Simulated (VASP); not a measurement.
# MgI2 in VASP: one cell, several levels of theory, part 2 of 3

VASP 6.6.1, plane waves, PAW. The steps go on from the part before.

**3. LDA at this geometry**

INCAR reads:

```
ENCUT = 520.000000
SIGMA = 0.010000
EDIFF = 1.00e-07
GGA = CA
PREC = Accurate
IBRION = -1
ISIF = 2
ISMEAR = 0
NBANDS = 15
NELM = 120
NSW = 0
LASPH = .TRUE.
LCHARG = .TRUE.
LELF = .TRUE.
LWAVE = .FALSE.
LREAL = .FALSE.
```

KPOINTS reads:

```
KPOINTS created by Atomic Simulation Environment
0
Gamma
12 12 4
0 0 0
```

KPOINTS_OPT reads:

```
special points
7
Reciprocal
0.0000000000 0.0000000000 0.0000000000 1
0.5000000000 0.0000000000 0.0000000000 1
0.3333333333 0.3333333333 0.0000000000 1
0.0000000000 0.0000000000 0.5000000000 1
0.5000000000 0.0000000000 0.5000000000 1
0.3333333333 0.3333333333 0.5000000000 1
0.5000000000 0.0000000000 0.3500000000 1
```

POSCAR reads:

```
Mg I
 1.0000000000000000
     4.1572130500175861    0.0000000000000000    0.0000000000000000
    -2.0786065250087931    3.6002521102594174    0.0000000000000000
     0.0000000000000000    0.0000000000000000    6.8733252076808444
 Mg  I
   1   2
Cartesian
  0.0000000000000000 -0.0000000000000000 -0.0000000000000000
 -0.0000000000000001  2.4001680735062787  1.6676205526148902
  2.0786065250087922  1.2000840367531393  5.2057046550659551
```

Potentials: the recommended LDA PAW datasets, 16 valence electrons in the neutral cell.

Run with:

```console
mpirun -np 1 vasp_std
```

Printed to the terminal (iteration lines stand in OSZICAR):

```text
POSCAR found type information on POSCAR MgI
 POSCAR found :  2 types and       3 ions
 LDA part: xc-table for (Slater(with rela. corr.)+CA(PZ))
 , standard interpolation
 POSCAR, INCAR and KPOINTS ok, starting setup
 FFT: planning ... GRIDC
 FFT: planning ... GRID_SOFT
 FFT: planning ... GRID
 WAVECAR not read
 entering main loop
 Start KPOINTS_OPT (optional k-point list driver)
k-point batch [1-7\7]
```

OSZICAR:

```text
N       E                     dE             d eps       ncg     rms          rms(c)
DAV:   1     0.739417812673E+02    0.73942E+02   -0.57968E+03  2078   0.842E+02
DAV:   2    -0.307444305475E+01   -0.77016E+02   -0.69919E+02  2918   0.130E+02
DAV:   3    -0.913030511942E+01   -0.60559E+01   -0.60294E+01  2749   0.421E+01
DAV:   4    -0.924623451002E+01   -0.11593E+00   -0.11592E+00  2943   0.693E+00
DAV:   5    -0.924734722879E+01   -0.11127E-02   -0.11127E-02  2723   0.630E-01    0.406E+00
DAV:   6    -0.910565489391E+01    0.14169E+00   -0.10352E-01  2364   0.163E+00    0.270E+00
DAV:   7    -0.906938016616E+01    0.36275E-01   -0.96905E-02  2441   0.151E+00    0.603E-01
DAV:   8    -0.906649068522E+01    0.28895E-02   -0.83127E-03  2385   0.499E-01    0.245E-01
DAV:   9    -0.906643315745E+01    0.57528E-04   -0.89379E-04  2777   0.161E-01    0.120E-01
DAV:  10    -0.906641107294E+01    0.22085E-04   -0.49729E-05  2525   0.438E-02    0.376E-02
DAV:  11    -0.906641058278E+01    0.49016E-06   -0.42799E-06  2770   0.121E-02    0.298E-02
DAV:  12    -0.906641006970E+01    0.51309E-06   -0.61768E-07  2490   0.517E-03    0.911E-03
DAV:  13    -0.906641006328E+01    0.64207E-08   -0.33336E-08  1861   0.114E-03
   1 F= -.90664101E+01 E0= -.90664101E+01  d E =-.601943E-34
       N       E                     dE             ncg
DAV:   1     0.248219005238E+04   -0.23261E+04      210
DAV:   2     0.196174348928E+04   -0.52045E+03      297
DAV:   3     0.192260175331E+04   -0.39142E+02      273
DAV:   4     0.192190580616E+04   -0.69595E+00      269
DAV:   5     0.192189307412E+04   -0.12732E-01      296
DAV:   6     0.192189276941E+04   -0.30471E-03      299
DAV:   7     0.192189276842E+04   -0.98597E-06      303
DAV:   8     0.192189276841E+04   -0.68621E-08      224
```

OUTCAR, selected sections:

```text
k-points           NKPTS =     69   k-points in BZ     NKDIM =     69   number of bands    NBANDS=     15

   NELECT =      16.0000    total number of electrons

   dimension x,y,z NGX =    32 NGY =   32 NGZ =   54
   dimension x,y,z NGXF=    64 NGYF=   64 NGZF=  108

  energy-cutoff  :      520.00
  volume of cell :      102.87
      direct lattice vectors                 reciprocal lattice vectors
     4.157213050  0.000000000  0.000000000     0.240545767  0.138879163  0.000000000
    -2.078606525  3.600252110  0.000000000     0.000000000  0.277758326  0.000000000
     0.000000000  0.000000000  6.873325208     0.000000000  0.000000000  0.145489988

 k-points in reciprocal lattice and weights: KPOINTS created by Atomic Simulation Env
   0.00000000  0.00000000  0.00000000       0.002
   0.08333333  0.00000000  0.00000000       0.010
   0.16666667  0.00000000  0.00000000       0.010
   0.25000000  0.00000000  0.00000000       0.010
   0.33333333  0.00000000  0.00000000       0.010
   0.41666667  0.00000000  0.00000000       0.010
   0.50000000  0.00000000  0.00000000       0.005
   0.08333333  0.08333333  0.00000000       0.010
[... 61 more k-points ...]

 E-fermi :   2.2139

 k-point     1 :       0.0000    0.0000    0.0000
  band No.  band energies     occupation
      1     -10.0008      2.00000
      2      -9.2920      2.00000
      3      -1.4615      2.00000
      4       1.6639      2.00000
      5       1.6639      2.00000
      6       2.0449      2.00000
      7       2.0449      2.00000
      8       2.1319      2.00000
      9       5.5492      0.00000
     10       6.7172      0.00000
     11       8.7005      0.00000
     12       8.7005      0.00000
     13       9.4973      0.00000
     14      10.2112      0.00000
     15      10.2112      0.00000

 k-point     2 :       0.0833    0.0000    0.0000
  band No.  band energies     occupation
      1      -9.9644      2.00000
      2      -9.2728      2.00000
      3      -1.4098      2.00000
      4       1.3558      2.00000
      5       1.5661      2.00000
      6       1.7600      2.00000
      7       2.0409      2.00000
      8       2.1097      2.00000
      9       5.8851      0.00000
     10       7.0180      0.00000
     11       8.3122      0.00000
     12       8.8153      0.00000
     13       9.7476      0.00000
     14       9.9249      0.00000
     15      10.3304      0.00000

 k-point     3 :       0.1667    0.0000    0.0000
  band No.  band energies     occupation
      1      -9.8602      2.00000
      2      -9.2211      2.00000
      3      -1.2646      2.00000
      4       0.6530      2.00000
      5       1.1664      2.00000
      6       1.3488      2.00000
      7       1.9915      2.00000
      8       2.0311      2.00000
      9       6.4770      0.00000
     10       7.3509      0.00000
     11       8.1692      0.00000
     12       9.0619      0.00000
     13       9.2221      0.00000
     14       9.9816      0.00000
     15      10.5948      0.00000

 k-point     4 :       0.2500    0.0000    0.0000
  band No.  band energies     occupation
      1      -9.7042      2.00000
      2      -9.1540      2.00000
      3      -1.0773      2.00000
      4      -0.0810      2.00000
      5       0.5540      2.00000
      6       1.1087      2.00000
      7       1.8779      2.00000
      8       1.8912      2.00000
      9       6.4500      0.00000
     10       7.3747      0.00000
     11       8.3435      0.00000
     12       9.1501      0.00000
     13       9.1723      0.00000
     14       9.9848      0.00000
     15      10.8843      0.00000

 k-point     5 :       0.3333    0.0000    0.0000
  band No.  band energies     occupation
      1      -9.5246      2.00000
      2      -9.0972      2.00000
      3      -1.0909      2.00000
      4      -0.5038      2.00000
      5       0.1272      2.00000
      6       0.9043      2.00000
      7       1.6404      2.00000
      8       1.7792      2.00000
      9       6.0224      0.00000
     10       7.4025      0.00000
     11       7.9067      0.00000
     12       9.0945      0.00000
     13       9.5724      0.00000
     14      10.6544      0.00000
     15      11.0141      0.00000

 k-point     6 :       0.4167    0.0000    0.0000
  band No.  band energies     occupation
      1      -9.3640      2.00000
      2      -9.0753      2.00000
      3      -1.3871      2.00000
      4      -0.6405      2.00000
      5       0.1145      2.00000
      6       0.7698      2.00000
      7       1.3554      2.00000
      8       1.6953      2.00000
      9       5.7080      0.00000
     10       7.3167      0.00000
     11       7.5944      0.00000
     12       8.9930      0.00000
     13       9.9021      0.00000
     14      10.9483      0.00000
     15      11.7017      0.00000

 k-point     7 :       0.5000    0.0000    0.0000
  band No.  band energies     occupation
      1      -9.2901      2.00000
      2      -9.0802      2.00000
      3      -1.5190      2.00000
      4      -0.7189      2.00000
      5       0.2299      2.00000
      6       0.7231      2.00000
      7       1.1936      2.00000
      8       1.6645      2.00000
      9       5.5976      0.00000
     10       7.2746      0.00000
     11       7.4871      0.00000
     12       8.9525      0.00000
     13      10.0084      0.00000
     14      11.2244      0.00000
     15      11.7436      0.00000

 k-point     8 :       0.0833    0.0833    0.0000
  band No.  band energies     occupation
      1      -9.8940      2.00000
      2      -9.2374      2.00000
      3      -1.3110      2.00000
      4       0.9614      2.00000
      5       1.0855      2.00000
      6       1.6212      2.00000
      7       1.9322      2.00000
      8       2.0639      2.00000
      9       6.3590      0.00000
     10       7.4844      0.00000
     11       7.9104      0.00000
     12       9.0067      0.00000
     13       9.4783      0.00000
     14       9.7879      0.00000
     15      10.6502      0.00000

 k-point     9 :       0.1667    0.0833    0.0000
  band No.  band energies     occupation
      1      -9.7637      2.00000
      2      -9.1777      2.00000
      3      -1.1392      2.00000
      4       0.2757      2.00000
      5       0.5898      2.00000
      6       1.3167      2.00000
      7       1.7875      2.00000
      8       1.9610      2.00000
      9       6.7124      0.00000
     10       7.5492      0.00000
     11       8.2393      0.00000
     12       8.9914      0.00000
     13       9.1390      0.00000
     14       9.4975      0.00000
     15      10.9623      0.00000

 k-point    10 :       0.2500    0.0833    0.0000
  band No.  band energies     occupation
      1      -9.5949      2.00000
      2      -9.1153      2.00000
      3      -1.0133      2.00000
      4      -0.3250      2.00000
      5       0.1964      2.00000
      6       0.9703      2.00000
      7       1.6360      2.00000
      8       1.7864      2.00000
      9       6.3930      0.00000
     10       7.6748      0.00000
     11       8.1652      0.00000
     12       9.0042      0.00000
     13       9.3101      0.00000
     14       9.8076      0.00000
     15      11.0737      0.00000

 k-point    11 :       0.3333    0.0833    0.0000
  band No.  band energies     occupation
      1      -9.4219      2.00000
      2      -9.0767      2.00000
      3      -1.2194      2.00000
      4      -0.5449      2.00000
      5       0.0654      2.00000
      6       0.7110      2.00000
      7       1.4507      2.00000
      8       1.5911      2.00000
      9       6.0071      0.00000
     10       7.6451      0.00000
     11       7.7693      0.00000
     12       8.9879      0.00000
     13       9.7535      0.00000
     14      10.6337      0.00000
     15      11.1695      0.00000

 k-point    12 :       0.4167    0.0833    0.0000
  band No.  band energies     occupation
      1      -9.2958      2.00000
      2      -9.0751      2.00000
      3      -1.4539      2.00000
      4      -0.6604      2.00000
      5       0.2200      2.00000
      6       0.5694      2.00000
      7       1.2305      2.00000
      8       1.4964      2.00000
      9       5.7896      0.00000
     10       7.5486      0.00000
     11       7.5835      0.00000
     12       8.9840      0.00000
     13       9.9821      0.00000
     14      11.0620      0.00000
     15      11.6596      0.00000

[... the tables of k-points 13 to 69 left out ...]

  Total       -1.1069933     -1.1069933     -0.9106605     -0.0000000      0.0000000      0.0000000
  in kB      -17.2406445    -17.2406445    -14.1828980     -0.0000000      0.0000000      0.0000000
  external PRESSURE =     -16.2213957 kB  Pullay stress =       0.0000000 kB

 POSITION                                       TOTAL-FORCE (eV/Angst)
 -----------------------------------------------------------------------------------
      0.00000      0.00000      0.00000         0.000000     -0.000000      0.000000
      0.00000      2.40017      1.66762         0.000000     -0.000000     -0.163127
      2.07861      1.20008      5.20570        -0.000000      0.000000      0.163127
 -----------------------------------------------------------------------------------
    total drift:                               -0.000000      0.000000     -0.000000

  FREE ENERGIE OF THE ION-ELECTRON SYSTEM (eV)
  ---------------------------------------------------
  free  energy   TOTEN  =        -9.0664100633 eV

  energy  without entropy=       -9.0664100633  energy(sigma->0) =       -9.06641006
```

Hardware: 1 MPI rank of Intel Xeon 6975P-C, shared host.

The levels at the points of KPOINTS_OPT are read from vasprun.xml.

Levels at the named points, in eV from the top of band v (v: the last filled band by count, c: the next):

```csv
point,v−1,v,c,c+1
Γ,-0.09,0.00,3.42,4.59
M,-0.94,-0.47,3.47,5.14
K,-1.26,-1.26,3.72,7.27
A,-0.19,-0.19,4.44,4.66
L,-0.82,-0.72,3.36,5.01
H,-0.56,-0.56,4.66,5.60
```

Gap with LDA: 3.33 eV, valence top at Γ, conduction bottom at (0.50, 0.00, 0.35). Least direct gap: 3.42 eV. Pressure: -1.62 GPa, and the largest force is 0.163 eV/Å, on atom 2 (I).

[end of part 2 of 3]
